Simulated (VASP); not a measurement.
# Pb (P6_3/mmc) in VASP: a series of runs

Runs on Pb. Level: PBEsol. Tasks: single point.

Program: VASP 6.6.1. These are calculated values, not measurements. Logs are shortened: lines on timing, memory, paths and dates and some standing lists are left out, and cuts for length are marked.

**1. The structure**

It takes space group P6_3/mmc (No. 194, hexagonal). The conventional cell has a = 3.480 Å, b = 3.480 Å, c = 5.590 Å, α = 90.00°, β = 90.00°, γ = 120.00°. Pb (site symmetry -6m2) is surrounded by 12 Pb at 3.44 to 3.48 Å.

This isn't the form of Pb at room conditions, which is fcc.

**2. Single point, PBEsol**

Input file INCAR:

```
PREC = Accurate
ENCUT = 700
EDIFF = 1E-6
ISMEAR = -1
SIGMA = 0.2
LREAL = False
LASPH = True
NELM = 100
ALGO = Normal
ISIF = 2
LWAVE = False
LCHARG = False
GGA = PS
ADDGRID = False
```

Input file KPOINTS:

```
regular mesh
0
Gamma
  6 6 4
```

Input file POSCAR:

```
Pb
1.0
    3.4800000000      0.0000000000      0.0000000000
   -1.7400000000      3.0137684052      0.0000000000
    0.0000000000      0.0000000000      5.5900000000
Pb
2
Direct
    0.6666666667      0.3333333333      0.7500000000
    0.3333333333      0.6666666667      0.2500000000
```

Potentials or basis: VASP PAW PBE potentials, release 64 (Pb_d).

Command:

```console
> cat potpaw_PBE.64/Pb_d/POTCAR > POTCAR
> mpirun -np 1 vasp_std > vasp.out
```

OUTCAR:

```text
PREC = Accurate
   ENCUT = 700
   EDIFF = 1E-6
   ISMEAR = -1
   LREAL = False
   LASPH = True
   NELM = 100
   ISIF = 2
   GGA = PS

 Found     21 irreducible k-points:

 Following reciprocal coordinates:
            Coordinates               Weight
  0.000000  0.000000  0.000000      1.000000
  0.166667  0.000000  0.000000      6.000000
  0.333333  0.000000  0.000000      6.000000
  0.500000  0.000000  0.000000      3.000000
  0.166667  0.166667  0.000000      6.000000
  0.333333  0.166667  0.000000     12.000000
   k-points           NKPTS =     21   k-points in BZ     NKDIM =     21   number of bands    NBANDS=     18
   number of dos      NEDOS =    301   number of ions     NIONS =      2
   total plane-waves  NPLWV =  43200
   dimension x,y,z NGX =    30 NGY =   30 NGZ =   48
   dimension x,y,z NGXF=    60 NGYF=   60 NGZF=   96
   ions per type =               2
   NGX,Y,Z   is equivalent  to a cutoff of  14.33, 14.33, 14.28 a.u.
   NGXF,Y,Z  is equivalent  to a cutoff of  28.66, 28.66, 28.55 a.u.
 SYSTEM =  unknown system
   PREC   = accura    normal or accurate (medium, high low for compatibility)
   ISTART =      0    job   : 0-new  1-cont  2-samecut
   ICHARG =      2    charge: 1-file 2-atom 10-const
   ISPIN  =      1    spin polarized calculation?
   LNONCOLLINEAR =      F non collinear calculations
   LSORBIT =      F    spin-orbit coupling
   LASPH  =      T    aspherical Exc in radial PAW
   ENCUT  =  700.0 eV  51.45 Ry    7.17 a.u.   7.51  7.51 12.06*2*pi/ulx,y,z
   NELM   =    100;   NELMIN=  2; NELMDL= -5     # of ELM steps
   EDIFF  = 0.1E-05   stopping-criterion for ELM
   LREAL  =      F    real-space projection
   EDIFFG = 0.1E-04   stopping-criterion for IOM
   NSW    =      0    number of steps for IOM
   IBRION =     -1    ionic relax: 0-MD 1-quasi-New 2-CG
   NFREE  =      0    steps in history (QN), initial steepest desc. (CG)
   ISIF   =      2    stress and relaxation
   ISYM   =      2    0-nonsym 1-usesym 2-fastsym
   POTIM  = 0.5000    time-step for ionic-motion
   TEBEG  =    0.0;   TEEND  =   0.0 temperature during run
   PSTRESS=    0.0 pullay stress
   NELECT =      28.0000    total number of electrons
   NUPDOWN=      -1.0000    fix difference up-down
   EMIN   =  10.00;   EMAX   =-10.00  energy-range for DOS
   EFERMI =   0.00;   METHOD = LEGACY
   ISMEAR =    -1;   SIGMA  =   0.20  broadening in eV -4-tet -1-fermi 0-gaus
   EFERMI_NEDOS =   21; number of points for ismear=-14 and -15
   IALGO  =     38    algorithm
   IMIX   =      4    mixing-type and parameters
     AMIX     =   0.40;   BMIX     =  1.00
     AMIX_MAG =   1.60;   BMIX_MAG =  1.00
  volume/ion in A,a.u.               =      29.31       197.82
  Fermi-wavevector in a.u.,A,eV,Ry     =   1.279658  2.418203 22.279870  1.637524
  Thomas-Fermi vector in A             =   2.412131
   LORBIT       =      0    0 simple, 1 ext, 2 COOP (PROOUT), +10 PAW based schemes
   GGA     = PS    functional components
   LHFCALC =     F    Hartree Fock is set to
   AEXX    =    0.0000 exact exchange contribution
   IVDW    =     0    specifies the selected vdW correction
   LEPSILON=     F    determine dielectric tensor
   LRPA    =     F    only Hartree local field effects (RPA)
 non-spin polarized calculation
  energy-cutoff  :      700.00
  volume of cell :       58.63
 maximum number of plane-waves:      2503
   NGX = 15   NGY = 15   NGZ = 25

 number of electron      27.9999998 magnetization

 Free energy of the ion-electron system (eV)
  ---------------------------------------------------
  ext. energy  EPLUGINS =         0.00000000
  ---------------------------------------------------
  free energy    TOTEN  =        -7.98252676 eV

  energy without entropy =       -7.81625452  energy(sigma->0) =       -7.89939064

 E-fermi :   7.5186     XC(G=0): -10.5055

 val. band max:        7.4959037187   @ k =   0.3333   0.0000   0.2500
 cond. band min:       7.9782902581   @ k =   0.1667   0.1667   0.0000
 fundamental gap:      0.4823865394
 Fermi energy:         7.5186375831

 k-point     1 :       0.0000    0.0000    0.0000
  band No.  band energies     occupation
      1      -9.5693      2.00000
      2      -9.5188      2.00000
      3      -9.5083      2.00000
      4      -9.5083      2.00000
      5      -9.4831      2.00000
      6      -9.4831      2.00000
[... 10 lines left out ...]
     17      14.9469      0.00000
     18      15.6202      0.00000

 k-point     2 :       0.1667    0.0000    0.0000
  band No.  band energies     occupation
      1      -9.5858      2.00000
      2      -9.5175      2.00000
      3      -9.4811      2.00000
      4      -9.4713      2.00000
      5      -9.4640      2.00000
      6      -9.4431      2.00000
[... 10 lines left out ...]
     17      14.6692      0.00000
     18      15.0247      0.00000

 k-point     3 :       0.3333    0.0000    0.0000
  band No.  band energies     occupation
      1      -9.6598      2.00000
      2      -9.5487      2.00000
      3      -9.5247      2.00000
      4      -9.5087      2.00000
      5      -9.4179      2.00000
      6      -9.3581      2.00000
[... 10 lines left out ...]
     17      11.5293      0.00000
     18      13.9102      0.00000

 k-point     4 :       0.5000    0.0000    0.0000
  band No.  band energies     occupation
      1      -9.6947      2.00000
      2      -9.5922      2.00000
      3      -9.5413      2.00000
      4      -9.5291      2.00000
      5      -9.3874      2.00000
      6      -9.3796      2.00000
[... 10 lines left out ...]
     17       9.4256      0.00014
     18      13.2519      0.00000

 k-point     5 :       0.1667    0.1667    0.0000
  band No.  band energies     occupation
      1      -9.5630      2.00000
      2      -9.5590      2.00000
      3      -9.5321      2.00000
      4      -9.4926      2.00000
      5      -9.4328      2.00000
      6      -9.4034      2.00000
[... 10 lines left out ...]
     17      12.2933      0.00000
     18      12.7825      0.00000

 k-point     6 :       0.3333    0.1667    0.0000
  band No.  band energies     occupation
      1      -9.6115      2.00000
      2      -9.6052      2.00000
      3      -9.5000      2.00000
      4      -9.4943      2.00000
      5      -9.3975      2.00000
      6      -9.3915      2.00000
[... 10 lines left out ...]
     17      10.0757      0.00001
     18      10.8846      0.00000

 [... further k-points ...]

------------------------ aborting loop because EDIFF is reached ----------------------------------------

  FORCE on cell =-STRESS in cart. coord.  units (eV):
  Direction    XX          YY          ZZ          XY          YZ          ZX
  --------------------------------------------------------------------------------------
  -------------------------------------------------------------------------------------
  Total        0.4643933      0.4643933      0.4821044      0.0000000      0.0000000      0.0000000
  in kB       12.6909940     12.6909940     13.1750026      0.0000000      0.0000000      0.0000000
  external PRESSURE =      12.8523302 kB  Pullay stress =       0.0000000 kB

 VOLUME and BASIS-vectors are now :
 -----------------------------------------------------------------------------
  energy-cutoff  :      700.00
  volume of cell :       58.63
      direct lattice vectors                 reciprocal lattice vectors
     3.480000000  0.000000000  0.000000000     0.287356322  0.165905250  0.000000000
    -1.740000000  3.013768405  0.000000000     0.000000000  0.331810500  0.000000000
     0.000000000  0.000000000  5.590000000     0.000000000  0.000000000  0.178890877

 POSITION                                       TOTAL-FORCE (eV/Angst)
 -----------------------------------------------------------------------------------
      1.74000      1.00459      4.19250         0.000000      0.000000      0.000000
     -0.00000      2.00918      1.39750        -0.000000      0.000000      0.000000
 -----------------------------------------------------------------------------------
    total drift:                               -0.000000      0.000000      0.000000

  FREE ENERGIE OF THE ION-ELECTRON SYSTEM (eV)
  ---------------------------------------------------
  free  energy   TOTEN  =        -7.9825267613 eV

  energy  without entropy=       -7.8162545209  energy(sigma->0) =       -7.89939064
```

OSZICAR:

```text
N       E                     dE             d eps       ncg     rms          rms(c)
DAV:   1     0.301506109423E+03    0.30151E+03   -0.17527E+04   756   0.238E+03
DAV:   2     0.122275571936E+02   -0.28928E+03   -0.28613E+03   756   0.473E+02
DAV:   3    -0.740797542731E+01   -0.19636E+02   -0.19321E+02   954   0.151E+02
DAV:   4    -0.799986605768E+01   -0.59189E+00   -0.58775E+00   914   0.290E+01
DAV:   5    -0.802033730360E+01   -0.20471E-01   -0.20467E-01   912   0.501E+00    0.872E-01
DAV:   6    -0.799075313889E+01    0.29584E-01   -0.54720E-02   976   0.355E+00    0.410E-01
DAV:   7    -0.798302634298E+01    0.77268E-02   -0.21854E-02   976   0.217E+00    0.128E-01
DAV:   8    -0.798253489524E+01    0.49145E-03   -0.12143E-03  1012   0.571E-01    0.160E-02
DAV:   9    -0.798252657002E+01    0.83252E-05   -0.63038E-05   978   0.139E-01    0.685E-03
DAV:  10    -0.798252676129E+01   -0.19128E-06   -0.25054E-06   646   0.224E-02
   1 F= -.79825268E+01 E0= -.78993906E+01  d E =-.166272E+00
```

Run time: 11 s. Hardware: 1 thread of Intel Xeon 6975P-C (Granite Rapids), shared host; peak memory 0.2 GiB.

These settings aren't checked as converged: the numbers below hold their error.

Results:

```yaml
Free_energy: -7.9825 eV
Pressure: 1.3 GPa
Band_gap_on_the_k_mesh: none (metal or under the smearing width)
```

Caveat: the PAW data sets were made with another functional, which shifts forces and pressure a little.

**3. Single point, PBEsol**

INCAR is that of step 2.

KPOINTS is that of step 2.

Input file POSCAR:

```
Pb
1.0
    3.4800000000      0.0000000000      0.0000000000
   -1.7400000000      3.0137684052      0.0000000000
    0.0000000000      0.0000000000      5.5900000000
Pb
2
Direct
    0.6916670000      0.3496840000      0.7502860000
    0.3559200000      0.6835750000      0.2530120000
```

Potentials or basis: VASP PAW PBE potentials, release 64 (Pb_d).

Command:

```console
> cat potpaw_PBE.64/Pb_d/POTCAR > POTCAR
> mpirun -np 1 vasp_std > vasp.out
```

Run time: 35 s. Hardware: 1 thread of Intel Xeon 6975P-C (Granite Rapids), shared host; peak memory 0.26 GiB.

These settings aren't checked as converged: the numbers below hold their error.

What came out:

```yaml
Free_energy: -7.9822 eV
Pressure: 1.3 GPa
Largest_force: 0.038 eV/Å
Band_gap_on_the_k_mesh: none (metal or under the smearing width)
```

Caveat: the PAW data sets were made with another functional, which shifts forces and pressure a little.

**4. Single point, PBEsol**

Changes to INCAR since step 3:

```diff
@@ -1,3 +1,3 @@
 PREC = Accurate
-ENCUT = 700
+ENCUT = 450
 EDIFF = 1E-6
```

Input file KPOINTS:

```
regular mesh
0
Gamma
  8 8 5
```

Input file POSCAR:

```
Pb
1.0
    3.4800000000      0.0000000000      0.0000000000
   -1.7400000000      3.0137684052      0.0000000000
    0.0000000000      0.0000000000      5.5900000000
Pb
2
Direct
    0.6666666667      0.3333333333      0.7500000000
    0.3333333333      0.6666666667      0.2500000000
```

Command:

```console
> cat potpaw_PBE.64/Pb_d/POTCAR > POTCAR
> mpirun -np 1 vasp_std > vasp.out
```

It took 6.3 s on 1 thread of Intel Xeon 6975P-C (Granite Rapids), shared host; peak memory 0.16 GiB.

The run converged, but some of its settings lie outside the range that counts as converged, so its numbers aren't taken as properties of the crystal.

What came out:

```
Free energy            : -8.0204 eV
Pressure               : 1.3 GPa
Band gap on the k mesh : none (metal or under the smearing width)
```

Caveat: the PAW data sets were made with another functional, which shifts forces and pressure a little.

**5. The reference run**

An earlier run on the cell as given: functional PBEsol; potentials or basis VASP PAW PBE potentials, release 64 (Pb_d); cutoff 520 eV; k mesh 9 × 9 × 5; occupations fermi-dirac, width 0.05 eV; no spin polarisation.

- Pressure: 1.0 GPa
- Band gap on the k mesh: none (metal or under the smearing width)
